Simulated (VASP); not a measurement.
# Nb (Fm-3m) in VASP: further runs

Runs on Nb. Level: PBEsol. Tasks: single point.

Program: VASP 6.6.1. These are calculated values, not measurements. Logs are shortened: lines on timing, memory, paths and dates and some standing lists are left out, and cuts for length are marked.

## (1) The crystal as given

It takes space group Fm-3m (No. 225, cubic). The conventional cell has a = 4.168 Å, b = 4.168 Å, c = 4.168 Å, α = 90.00°, β = 90.00°, γ = 90.00°. Nb (site symmetry m-3m) has 12 Nb at 2.95 Å as nearest neighbours.

This isn't the form of Nb at room conditions, which is bcc.

## (2) Single point, PBEsol

INCAR reads:

```
SYSTEM = Nb
PREC     = Accurate       ! precision mode
ENCUT    = 700            ! plane-wave cutoff, eV
EDIFF    = 1E-6           ! SCF threshold, eV
ISMEAR   = 0              ! smearing method
SIGMA    = 0.1            ! smearing width, eV
LREAL    = .FALSE.        ! projectors in reciprocal space
LASPH    = .TRUE.         ! aspherical terms in the spheres
NELM     = 100            ! most SCF steps
ALGO     = Normal         ! electronic algorithm
ISIF     = 2              ! what is computed and relaxed
LWAVE    = .FALSE.        ! write WAVECAR
LCHARG   = .FALSE.        ! write CHGCAR
GGA      = PS             ! functional
NBANDS   = 12             ! bands
```

KPOINTS reads:

```
regular mesh
0
G
  18 18 18
  0 0 0
```

POSCAR reads:

```
Nb
1.0
    0.0000000000      2.0841500000      2.0841500000
    2.0841500000      0.0000000000      2.0841500000
    2.0841500000      2.0841500000      0.0000000000
Nb
1
Direct
    0.0000000000      0.0000000000      0.0000000000
```

Potentials or basis: VASP PAW PBE potentials, release 64 (Nb_sv).

The run is started by

```sh
> cat potpaw_PBE.64/Nb_sv/POTCAR > POTCAR
> mpirun -np 1 vasp_std > vasp.out
```

OUTCAR:

```text
SYSTEM = Nb
   PREC = Accurate
   ENCUT = 700
   EDIFF = 1E-6
   ISMEAR = 0
   LREAL = .FALSE.
   LASPH = .TRUE.
   NELM = 100
   ISIF = 2
   GGA = PS

 ion  position               nearest neighbor table
   1  0.000  0.000  0.000-

  LATTYP: Found a face centered cubic cell.
 ALAT       =     4.1683000000

  Lattice vectors:

 A1 = (   0.0000000000,   2.0841500000,   2.0841500000)
 A2 = (   2.0841500000,   0.0000000000,   2.0841500000)
 A3 = (   2.0841500000,   2.0841500000,   0.0000000000)

Analysis of symmetry for initial positions (statically):
=====================================================================
 Subroutine PRICEL returns:
 Original cell was already a primitive cell.

 Routine SETGRP: Setting up the symmetry group for a
 face centered cubic supercell.

 Subroutine GETGRP returns: Found 48 space group operations
 (whereof 48 operations were pure point group operations)
 out of a pool of 48 trial point group operations.

The static configuration has the point symmetry O_h .

Analysis of symmetry for dynamics (positions and initial velocities):
=====================================================================
 Subroutine PRICEL returns:
 Original cell was already a primitive cell.

 Routine SETGRP: Setting up the symmetry group for a
 face centered cubic supercell.

 Subroutine GETGRP returns: Found 48 space group operations
 (whereof 48 operations were pure point group operations)
 out of a pool of 48 trial point group operations.

The dynamic configuration has the point symmetry O_h .

 Subroutine INISYM returns: Found 48 space group operations
 (whereof 48 operations are pure point group operations),
 and found     1 'primitive' translations

----------------------------------------------------------------------------------------

                                     Primitive cell

  volume of cell :      18.1058

  direct lattice vectors                    reciprocal lattice vectors
     0.000000000  2.084150000  2.084150000    -0.239905957  0.239905957  0.239905957
     2.084150000  0.000000000  2.084150000     0.239905957 -0.239905957  0.239905957
     2.084150000  2.084150000  0.000000000     0.239905957  0.239905957 -0.239905957

  length of vectors
     2.947433196  2.947433196  2.947433196     0.415529306  0.415529306  0.415529306

  position of ions in fractional coordinates (direct lattice)
     0.000000000  0.000000000  0.000000000

  ion indices of the primitive-cell ions
   primitive index   ion index
                 1           1

----------------------------------------------------------------------------------------

 KPOINTS: regular mesh

Automatic generation of k-mesh.
 Grid dimensions read from file:
 generate k-points for:   18   18   18

 Generating k-lattice:

  Cartesian coordinates                     Fractional coordinates (reciprocal lattice)
    -0.013328109  0.013328109  0.013328109     0.055555556  0.000000000  0.000000000
     0.013328109 -0.013328109  0.013328109     0.000000000  0.055555556  0.000000000
     0.013328109  0.013328109 -0.013328109     0.000000000  0.000000000  0.055555556

  Length of vectors
     0.023084961  0.023084961  0.023084961

  Shift w.r.t. Gamma in fractional coordinates (k-lattice)
     0.000000000  0.000000000  0.000000000

 Subroutine IBZKPT returns following result:
 ===========================================

 Found    195 irreducible k-points:

 Following reciprocal coordinates:
            Coordinates               Weight
  0.000000  0.000000  0.000000      1.000000
  0.055556  0.000000  0.000000      8.000000
  0.111111  0.000000  0.000000      8.000000
  0.166667  0.000000  0.000000      8.000000
  0.222222  0.000000  0.000000      8.000000
  0.277778  0.000000  0.000000      8.000000
[... 16 lines left out ...]
 -0.277778  0.055556  0.000000     24.000000
 -0.222222  0.055556  0.000000     24.000000
 [... further k-points ...]
   k-points           NKPTS =    195   k-points in BZ     NKDIM =    195   number of bands    NBANDS=     12
   number of dos      NEDOS =    301   number of ions     NIONS =      1
   total plane-waves  NPLWV =  21952
   dimension x,y,z NGX =    28 NGY =   28 NGZ =   28
   dimension x,y,z NGXF=    56 NGYF=   56 NGZF=   56
   ions per type =               1
   NGX,Y,Z   is equivalent  to a cutoff of  15.79, 15.79, 15.79 a.u.
   NGXF,Y,Z  is equivalent  to a cutoff of  31.59, 31.59, 31.59 a.u.
 SYSTEM =  Nb
   PREC   = accura    normal or accurate (medium, high low for compatibility)
   ISTART =      0    job   : 0-new  1-cont  2-samecut
   ICHARG =      2    charge: 1-file 2-atom 10-const
   ISPIN  =      1    spin polarized calculation?
   LNONCOLLINEAR =      F non collinear calculations
   LSORBIT =      F    spin-orbit coupling
   LASPH  =      T    aspherical Exc in radial PAW
   ENCUT  =  700.0 eV  51.45 Ry    7.17 a.u.   6.36  6.36  6.36*2*pi/ulx,y,z
   NELM   =    100;   NELMIN=  2; NELMDL= -5     # of ELM steps
   EDIFF  = 0.1E-05   stopping-criterion for ELM
   LREAL  =      F    real-space projection
   EDIFFG = 0.1E-04   stopping-criterion for IOM
   NSW    =      0    number of steps for IOM
   IBRION =     -1    ionic relax: 0-MD 1-quasi-New 2-CG
   NFREE  =      0    steps in history (QN), initial steepest desc. (CG)
   ISIF   =      2    stress and relaxation
   ISYM   =      2    0-nonsym 1-usesym 2-fastsym
   POTIM  = 0.5000    time-step for ionic-motion
   TEBEG  =    0.0;   TEEND  =   0.0 temperature during run
   PSTRESS=    0.0 pullay stress
   NELECT =      13.0000    total number of electrons
   NUPDOWN=      -1.0000    fix difference up-down
   EMIN   =  10.00;   EMAX   =-10.00  energy-range for DOS
   EFERMI =   0.00;   METHOD = LEGACY
   ISMEAR =     0;   SIGMA  =   0.10  broadening in eV -4-tet -1-fermi 0-gaus
   EFERMI_NEDOS =   21; number of points for ismear=-14 and -15
   IALGO  =     38    algorithm
   IMIX   =      4    mixing-type and parameters
     AMIX     =   0.40;   BMIX     =  1.00
     AMIX_MAG =   1.60;   BMIX_MAG =  1.00
  volume/ion in A,a.u.               =      18.11       122.18
  Fermi-wavevector in a.u.,A,eV,Ry     =   1.465943  2.770230 29.238754  2.148988
  Thomas-Fermi vector in A             =   2.581739
   LORBIT       =      0    0 simple, 1 ext, 2 COOP (PROOUT), +10 PAW based schemes
   GGA     = PS    functional components
   LHFCALC =     F    Hartree Fock is set to
   AEXX    =    0.0000 exact exchange contribution
   IVDW    =     0    specifies the selected vdW correction
   LEPSILON=     F    determine dielectric tensor
   LRPA    =     F    only Hartree local field effects (RPA)
 non-spin polarized calculation
 Gauss-broadening in eV      SIGMA  =   0.10
  energy-cutoff  :      700.00
  volume of cell :       18.11
 maximum number of plane-waves:       778
 NGX is ok and might be reduce to    28
   NGX = 13   NGY = 13   NGZ = 13

 number of electron      13.0000000 magnetization

 Free energy of the ion-electron system (eV)
  ---------------------------------------------------
  ext. energy  EPLUGINS =         0.00000000
  ---------------------------------------------------
  free energy    TOTEN  =       -10.61066123 eV

  energy without entropy =      -10.60415708  energy(sigma->0) =      -10.60740916

 E-fermi :  11.3410     XC(G=0): -12.6047

 val. band max:       11.3309632292   @ k =   0.3333   0.1111   0.0000
 cond. band min:      11.3447744255   @ k =  -0.4444   0.2222   0.0000
 fundamental gap:      0.0138111963
 Fermi energy:        11.3410136143

 k-point     1 :       0.0000    0.0000    0.0000
  band No.  band energies     occupation
      1     -43.3192      2.00000
      2     -18.6549      2.00000
      3     -18.6549      2.00000
      4     -18.6549      2.00000
      5       4.9972      2.00000
      6      11.4154      0.29263
      7      11.4154      0.29263
      8      11.4154      0.29263
      9      14.1416      0.00000
     10      14.1416      0.00000
     11      23.2068      0.00000
     12      28.1040      0.00000

 k-point     2 :       0.0556    0.0000    0.0000
  band No.  band energies     occupation
      1     -43.3126      2.00000
      2     -18.6985      2.00000
      3     -18.6602      2.00000
      4     -18.6602      2.00000
      5       5.1181      2.00000
      6      11.3194      1.24017
      7      11.4717      0.06448
      8      11.4717      0.06448
      9      14.0892      0.00000
     10      14.0892      0.00000
     11      23.4531      0.00000
     12      27.5894      0.00000

 k-point     3 :       0.1111    0.0000    0.0000
  band No.  band energies     occupation
      1     -43.2933      2.00000
      2     -18.8228      2.00000
      3     -18.6755      2.00000
      4     -18.6755      2.00000
      5       5.4647      2.00000
      6      11.0740      1.99984
      7      11.6186      0.00009
      8      11.6186      0.00009
      9      13.9703      0.00000
     10      13.9703      0.00000
     11      24.1159      0.00000
     12      26.5764      0.00000
[... 286 lines left out ...]
 k-point    23 :      -0.2778    0.0556    0.0000
  band No.  band energies     occupation
      1     -43.1709      2.00000
      2     -19.5393      2.00000
      3     -18.8138      2.00000
      4     -18.7536      2.00000
      5       7.2848      2.00000
      6      10.7084      2.00000
      7      11.5994      0.00026
      8      11.7433      0.00000
      9      14.1991      0.00000
     10      15.1441      0.00000
     11      23.3371      0.00000
     12      26.7894      0.00000

 k-point    24 :      -0.2222    0.0556    0.0000
  band No.  band energies     occupation
      1     -43.2095      2.00000
      2     -19.3162      2.00000
      3     -18.7827      2.00000
      4     -18.7228      2.00000
      5       6.8569      2.00000
      6      10.5004      2.00000
      7      11.7764      0.00000
      8      11.9002      0.00000
      9      13.7114      0.00000
     10      14.6133      0.00000
     11      24.0764      0.00000
     12      26.8285      0.00000

 [... further k-points ...]
[... 5 lines left out ...]
  --------------------------------------------------------------------------------------
  -------------------------------------------------------------------------------------
  Total       -0.0031413     -0.0031413     -0.0031413      0.0000000     -0.0000000      0.0000000
  in kB       -0.2779750     -0.2779750     -0.2779750      0.0000000     -0.0000000      0.0000000
  external PRESSURE =      -0.2779750 kB  Pullay stress =       0.0000000 kB

 VOLUME and BASIS-vectors are now :
 -----------------------------------------------------------------------------
  energy-cutoff  :      700.00
  volume of cell :       18.11
      direct lattice vectors                 reciprocal lattice vectors
     0.000000000  2.084150000  2.084150000    -0.239905957  0.239905957  0.239905957
     2.084150000  0.000000000  2.084150000     0.239905957 -0.239905957  0.239905957
     2.084150000  2.084150000  0.000000000     0.239905957  0.239905957 -0.239905957

 POSITION                                       TOTAL-FORCE (eV/Angst)
 -----------------------------------------------------------------------------------
      0.00000      0.00000      0.00000         0.000000      0.000000      0.000000
 -----------------------------------------------------------------------------------
    total drift:                               -0.000000     -0.000000     -0.000000

  FREE ENERGIE OF THE ION-ELECTRON SYSTEM (eV)
  ---------------------------------------------------
  free  energy   TOTEN  =       -10.6106612313 eV

  energy  without entropy=      -10.6041570835  energy(sigma->0) =      -10.60740916
```

Run time: 26 s. Hardware: 1 thread of Intel Xeon 6975P-C (Granite Rapids), shared host; peak memory 0.2 GiB.

What came out:

```yaml
Free_energy: -10.6107 eV
Pressure: 0.0 GPa
Band_gap_on_the_k_mesh: none (metal or under the smearing width)
```

Caveat: the PAW data sets were made with another functional, which shifts forces and pressure a little.

(Continued in part 2 of 2.)
